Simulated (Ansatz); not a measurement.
# Hf8C: the cost of one run

Program: Ansatz 0.2.0. Level of theory: DFT PBE, scalar-relativistic, plane waves, PAW. These are calculated values, not measurements.

3 further runs of the same task are left out: 3 set aside as unsound or not needed.

**1. The system as given**

It takes space group Pmm2 (No. 25, orthorhombic). The conventional cell has a = 5.068 Å, b = 6.410 Å, c = 18.950 Å, α = 90.00°, β = 90.00°, γ = 90.00°. Hf (site symmetry mm2) has 8 Hf at 3.01 to 3.20 Å as nearest neighbours. Hf (site symmetry m) has 10 Hf at 2.99 to 3.20 Å as nearest neighbours. Hf (site symmetry m) is surrounded by 10 Hf at 3.01 to 3.20 Å. Hf (site symmetry mm2) has 1 C at 2.52 Å as nearest neighbours. Around Hf (site symmetry mm2) lie 8 Hf at 2.99 to 3.20 Å. Around C (site symmetry mm2) lie 1 Hf at 2.52 Å.

Coordinates:

```cif
data_structure
_symmetry_space_group_name_H-M 'P 1'
_symmetry_Int_Tables_number 1
_cell_length_a 6.4096
_cell_length_b 5.0677
_cell_length_c 18.9501
_cell_angle_alpha 90.000
_cell_angle_beta 90.000
_cell_angle_gamma 90.000
_cell_volume 615.54
loop_
_atom_site_label
_atom_site_type_symbol
_atom_site_fract_x
_atom_site_fract_y
_atom_site_fract_z
_atom_site_occupancy
Hf1 Hf 0.00000 0.75000 0.21108 1
Hf2 Hf 0.50000 0.75000 0.21108 1
Hf3 Hf 0.25000 0.25000 0.25990 1
Hf4 Hf 0.75000 0.25000 0.25990 1
Hf5 Hf 0.25000 0.75000 0.34553 1
Hf6 Hf 0.75000 0.75000 0.34553 1
Hf7 Hf 0.00000 0.25000 0.39314 1
Hf8 Hf 0.50000 0.25000 0.39314 1
C1 C 0.00000 0.25000 0.52612 1
```

This is the geometry of the first run shown, built on a cell relaxed beforehand with the same method.

**2. The scan**

Atoms count from 1 in the order of the input.

C is moved over the surface cell; relaxed at each place: the height of the adsorbate's atoms; substrate rigid; the origin of the map has the adsorbate above Hf7.

- position of C9 along the first surface vector, from above Hf7: 8 values from 0.000 to 0.875, periodic
- position of C9 along the second surface vector, from above Hf7: 8 values from 0.000 to 0.875, periodic

Relaxed at each point: the height of the adsorbate's atoms; substrate rigid. Points are written as (first, second).

The two vectors of the plane (Å): (3.205, 0.000, 0.000); (0.000, 5.068, 0.000).

**3. Point (0/8, 0/8) of the map's two axes**

The input, input.yaml:

```yaml
crystal:
  lattice:
    - [6.4096340743, 0.0, 0.0]
    - [0.0, 5.0676933206, 0.0]
    - [0.0, 0.0, 18.9500687204]
  atoms:
    - { symbol: Hf, position: [0.0, 0.75, 0.2110810287] }
    - { symbol: Hf, position: [0.5, 0.75, 0.2110810287] }
    - { symbol: Hf, position: [0.25, 0.25, 0.2599014843] }
    - { symbol: Hf, position: [0.75, 0.25, 0.2599014843] }
    - { symbol: Hf, position: [0.25, 0.75, 0.3455348617] }
    - { symbol: Hf, position: [0.75, 0.75, 0.3455348617] }
    - { symbol: Hf, position: [0.0, 0.25, 0.3931420424] }
    - { symbol: Hf, position: [0.5, 0.25, 0.3931420424] }
    - { symbol: C, position: [0.0, 0.25, 0.5261230905] }
basis:
  ecutwfc: 420
kpoints:
  mp_grid: { grid: [4, 5, 1] }
hamiltonian:
  xc: pbe
scf:
  occupations: { method: gaussian, width: 0.1 }
output:
  forces: true
  eigenvalues: true
  write_density: true
  write_potential: true
  elf: true
  volumetric_format: npy
relax:
  adjacent_minimum: "off"
  f_tol: 0.025
  max_steps: 16
  constraints: [{ sites: [0, 1, 2, 3, 4, 5, 6, 7] }, { sites: [8], fix: xy }]
efield:
  axis: 3
  dipole_correction: true
  ramp_width: 0.04
```

Run with:

```bash
ansatz run input.yaml --threads 4 --pin off --max-ram 12288MiB --backend cpu --events-out ev --progress --plain --runs-dir out
```

What time and memory should one allow on 4 threads of Intel Xeon 6975P-C (Granite Rapids), shared host?

About 70 s, with a peak of 2 GiB.
